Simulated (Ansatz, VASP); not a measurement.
# CaO in VASP and in Ansatz

```xyz
2
Lattice="2.8739 0.0000 0.0000 0.0000 2.8739 0.0000 0.0000 0.0000 2.8739" Properties=species:S:1:pos:R:3 pbc="T T T"
Ca    0.0000    0.0000    0.0000
O     1.4369    1.4369    1.4369
```

Alike in both runs: task single point; functional r2SCAN; k mesh 8 × 8 × 8; no spin polarisation.

```csv
,VASP,Ansatz
version,VASP 6.6.1,Ansatz 0.2.0
potentials or method,"VASP PAW PBE potentials, release 64 (Ca_sv, O)","plane waves, PAW"
plane-wave cutoff (eV),520,500
occupations,"gaussian, width 0.01 eV",fixed
valence electrons in the cell,16,16
```

|  | VASP | Ansatz | Ansatz less VASP |
| --- | --- | --- | --- |
| gap on the k mesh at the Fermi level (eV) | 3.27 | 3.27 | -0.001 |
| pressure (GPa) | 5.2 | 3.9 | -1.23 |

Caveats: the PAW data sets were made with another functional, which shifts forces and pressure a little (VASP). r2SCAN opens gaps a little over a GGA but as a rule still falls short of measured ones. A k mesh can miss the band edges.
